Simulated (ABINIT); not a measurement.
**Au in ABINIT: convergence with k mesh**

The system is Au.

```xyz
1
Lattice="2.7484 0.0000 0.0000 0.0000 2.7484 0.0000 0.0000 0.0000 2.7484" Properties=species:S:1:pos:R:3 pbc="T T T"
Au    1.3742    1.3742    1.3742
```

The cell was built by a generator and needn't be a form met in nature.

| Item | Value |
| --- | --- |
| Program | ABINIT 10.8.3 (patched build) |
| Task | single point |
| Functional | PBEsol |
| Potentials or basis | PseudoDojo NC SR PBEsol v0.4.1 standard |
| Cutoff | 1034 eV |
| k mesh | 2 × 2 × 2 |
| Occupations | cold (ABINIT), width 0.1 eV |
| Spin | no spin polarisation |

These are the settings of the first run; the series varies k mesh, with any setting tied to it.

Hardware: 1 thread of Arm Neoverse V1 (shared host).

```csv
k mesh,energy less the tightest run (meV/atom),pressure (GPa),SCF cycles,CPU time (s),peak memory (GiB)
2 × 2 × 2,2066.43,13.06,8,2.2,0.06
3 × 3 × 3,535.34,-1.29,10,3.3,0.06
4 × 4 × 4,-131.27,-9.72,8,5,0.06
6 × 6 × 6,-44.76,-9.13,9,10,0.06
8 × 8 × 8,-5.22,-6.33,8,17,0.06
9 × 9 × 9,-2.73,-7.11,8,17,0.06
10 × 10 × 10,11.28,-6.52,8,26,0.07
12 × 12 × 12,1.81,-6.96,8,39,0.08
15 × 15 × 15,0.00,-6.71,8,56,0.09
```

Not settled before the last step: the energy (to 1 meV/atom), the pressure (to 0.1 GPa). Meshes of other sizes hit other points, so gaps and Fermi surfaces needn't settle smoothly. The tightest run that finished is the yardstick and may itself not be fully converged.

The run has no spin-orbit coupling, so splittings on Au are missing.
